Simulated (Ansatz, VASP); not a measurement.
One calculation of RbBr, two programs

Contents of INCAR:

```
SYSTEM = RbBr
ALGO = Normal
EDIFF = 1E-7
ENCUT = 520
GGA = PE
ISIF = 2
ISMEAR = -1
LASPH = .True.
LCHARG = .True.
LELF = .True.
LREAL = .False.
LVHAR = .True.
LWAVE = .False.
NBANDS = 15
NELM = 60
PREC = Accurate
SIGMA = 0.02
```

KPOINTS

```
k-points
0
Gamma
  6 6 6
  0 0 0
```

Contents of POSCAR:

```
RbBr
1.0
    0.0000000000      3.3116701862      3.4608320474
    3.3116701862      0.0000000000      3.4608320474
    3.3116701862      3.3116701862      0.0000000000
Rb Br
1 1
Direct
    0.0000000000      0.0000000000      0.0000000000
    0.5000000000      0.5000000000      0.5000000000
```

Input for Ansatz:

```yaml
crystal:
  lattice:
    - [0.0, 3.3116701862, 3.4608320474]
    - [3.3116701862, 0.0, 3.4608320474]
    - [3.3116701862, 3.3116701862, 0.0]
  atoms:
    - { symbol: Rb, position: [0.0, 0.0, 0.0] }
    - { symbol: Br, position: [0.5, 0.5, 0.5] }
kpoints:
  mp_grid: { grid: [6, 6, 6] }
  band_path:
    path:
      - [0.0, 0.0, 0.0]
      - [0.5, 0.0, 0.5]
      - [0.625, 0.25, 0.625]
      - [0.375, 0.375, 0.75]
      - [0.5, 0.5, 0.5]
      - [0.5, 0.25, 0.75]
    npoints: 1
hamiltonian:
  xc: pbe
scf:
  occupations: { method: fermi_dirac, width: 0.02 }
  n_extra_bands: 4
output:
  forces: true
  stress: true
  eigenvalues: true
  write_density: true
  write_potential: true
  elf: true
  volumetric_format: npy
```

Change from the starting cell: biaxial_xy strain -4.3%.

Alike in both runs: task single point; functional PBE; k mesh 6 × 6 × 6; occupations fermi-dirac, width 0.02 eV; no spin polarisation.

|  | VASP | Ansatz |
| --- | --- | --- |
| version | VASP 6.6.1 | Ansatz 0.2.0 |
| potentials or method | VASP PAW PBE potentials, release 64 (Rb_sv, Br) | plane waves, PAW |
| plane-wave cutoff (eV) | 520 | 420 |
| valence electrons in the cell | 16 | 16 |

|  | VASP | Ansatz | Ansatz less VASP |
| --- | --- | --- | --- |
| gap on the k mesh at the Fermi level (eV) | 4.49 | 4.49 | +0.003 |
| pressure (GPa) | 2.3 | 2.2 | -0.04 |
| largest component of the traceless stress (GPa) | 1.24 | 1.22 | -0.014 |
